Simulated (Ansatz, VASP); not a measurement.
# Ga: VASP beside Ansatz

```xyz
4
Lattice="2.2179 -3.7419 0.0000 2.2179 3.7419 0.0000 0.0000 0.0000 4.4250" Properties=species:S:1:pos:R:3 pbc="T T T"
Ga    2.2179   -2.5772    0.3803
Ga    2.2179   -1.1648    2.5928
Ga    2.2179    2.5772    4.0447
Ga    2.2179    1.1648    1.8322
```

Alike in both runs: task single point; functional LDA; k mesh 2 × 2 × 2; occupations fermi-dirac, width 0.1 eV; no spin polarisation.

```csv
,VASP,Ansatz
version,VASP 6.6.1,Ansatz 0.2.0
potentials or method,"VASP PAW LDA potentials, release 64 (Ga_d)","plane waves (420 eV) with PAW, scalar-relativistic"
plane-wave cutoff (eV),520,420
valence electrons in the cell,52,52
```

```csv
,VASP,Ansatz,Ansatz less VASP
pressure (GPa),3.6,3.5,-0.12
largest component of the traceless stress (GPa),6.49,6.68,+0.187
```

Ansatz warned: «pseudo_functional_mismatch».

Caveats: the k mesh is coarse (spacing up to 0.82 Å⁻¹), so the values aren't converged.
